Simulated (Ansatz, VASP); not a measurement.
# CuI (Marshite): VASP beside Ansatz

Contents of INCAR:

```
ALGO     = Fast           # electronic algorithm
EDIFF    = 1E-6           # SCF threshold, eV
ENCUT    = 520            # plane-wave cutoff, eV
GGA      = PE             # functional
GGA_COMPAT= F            
ISIF     = 2              # what is computed and relaxed
ISMEAR   = 0              # smearing method
LASPH    = T              # aspherical terms in the spheres
LCHARG   = F              # write CHGCAR
LMAXMIX  = 4              # l up to which the mixer works
LORBIT   = 11             # projections on sites
LORBMOM  = T            
LREAL    = F              # projectors in reciprocal space
LSORBIT  = T              # spin-orbit coupling
LWAVE    = F              # write WAVECAR
MAGMOM   = 0 0 0 0 0 0    # initial moments
NBANDS   = 30             # bands
NELM     = 150            # most SCF steps
PREC     = Accurate       # precision mode
SIGMA    = 0.02           # smearing width, eV
```

Contents of KPOINTS:

```
k-points
0
Gamma
  8 8 8
```

POSCAR

```
CuI
1.0
    0.0000000000      3.0390034059      3.0390034059
    3.0390034059      0.0000000000      3.0390034059
    3.0390034059      3.0390034059      0.0000000000
Cu I
1 1
Direct
    0.2500000000      0.2500000000      0.2500000000
    0.0000000000      0.0000000000      0.0000000000
```

Input for Ansatz:

```yaml
crystal:
  lattice:
    - [0.0, 3.0390034059, 3.0390034059]
    - [3.0390034059, 0.0, 3.0390034059]
    - [3.0390034059, 3.0390034059, 0.0]
  atoms:
    - { symbol: Cu, position: [0.25, 0.25, 0.25] }
    - { symbol: I, position: [0.0, 0.0, 0.0] }
basis:
  ecutwfc: 420
kpoints:
  mp_grid: { grid: [8, 8, 8] }
  band_path:
    path:
      - [[0.0, 0.0, 0.0], [-0.5, -0.5, 0.0], [-0.375, -0.375, 0.25]]
      - [[-0.375, 0.0, 0.375], [0.0, 0.0, 0.0], [0.0, 0.0, 0.5], [-0.5, -0.25, 0.25], [-0.5, -0.5, 0.0]]
    npoints: 10
hamiltonian:
  xc: pbe
scf:
  occupations: { method: gaussian, width: 0.02 }
output:
  forces: true
  stress: true
  eigenvalues: true
  populations: true
  dos: { projected: true, de: 0.02 }
  bader: false
  write_density: true
  write_potential: true
  elf: true
  volumetric_format: npy
magnetization:
  noncollinear: true
  spin_orbit: true
```

Alike in both runs: task single point; functional PBE; k mesh 8 × 8 × 8; occupations gaussian, width 0.02 eV; non-collinear spin, spin-orbit coupling.

```csv
,VASP,Ansatz
version,VASP 6.6.1,Ansatz 0.2.0
potentials or method,"VASP PAW PBE potentials, release 64 (Cu, I)","plane waves, PAW"
plane-wave cutoff (eV),520,420
valence electrons in the cell,18,36
```

```csv
,VASP,Ansatz,Ansatz less VASP
gap on the k mesh at the Fermi level (eV),0.97,0.95,-0.019
least direct gap on the mesh (eV),0.97,0.95,-0.019
pressure (GPa),0.1,0.1,-0.07
net moment per atom (μB),0.00,0.00,0.000
```

The two sets of potentials don't hold the same shells in valence.
